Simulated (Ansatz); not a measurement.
**Orbital-resolved density of states of Y**

```
CELL_PARAMETERS angstrom
3.26580 0.00000 0.00000
0.00000 3.26580 0.00000
0.00000 0.00000 3.26580
ATOMIC_POSITIONS crystal
Y 0.00000 0.00000 0.00000
```

The structure comes from a relaxation in the same program, started in the sc type, and has space group Pm-3m. Whether it is a known phase or the ground state wasn't checked.

Spin polarisation is left out, and whether a magnetic state lies lower isn't shown here.

These are results of Ansatz 0.2.0, DFT, PBE, all-electron LAPW, scalar-relativistic, not measurements.

Settings: a Γ-centred 11×11×11 k mesh, Fermi–Dirac smearing of 0.08 eV, basis error target 1 meV/atom, no spin polarisation.

States per eV for one atom of each kind, in 0.4 eV bins named by their centres, from the Fermi level, projected on a minimal set of Löwdin-orthogonalised atomic shells; orbitals are real harmonics on the Cartesian axes, equal curves share a column, and empty bins are left out, as is all above 2.3 eV, near the top of the computed bands.

Y 4d:

```
# E all dz2=dx2-y2 dxz=dyz=dxy
-3.5 0.01 0.00 0.00
-3.1 0.02 0.01 0.00
-2.7 0.05 0.01 0.01
-2.3 0.10 0.02 0.02
-1.9 0.25 0.05 0.05
-1.5 1.12 0.07 0.32
-1.1 1.28 0.04 0.40
-0.7 0.21 0.01 0.06
-0.3 1.38 0.45 0.16
0.1 2.50 0.88 0.24
0.5 2.25 0.65 0.31
0.9 1.27 0.38 0.17
1.3 0.86 0.24 0.12
1.7 0.70 0.18 0.11
2.1 1.46 0.29 0.29
```

Y 5s:

```
# E all
-4.3 0.03
-3.9 0.10
-3.5 0.15
-3.1 0.19
-2.7 0.23
-2.3 0.26
-1.9 0.30
-1.5 0.34
-1.1 0.18
-0.3 0.10
0.1 0.16
0.5 0.15
0.9 0.03
1.3 0.02
1.7 0.03
2.1 0.09
```
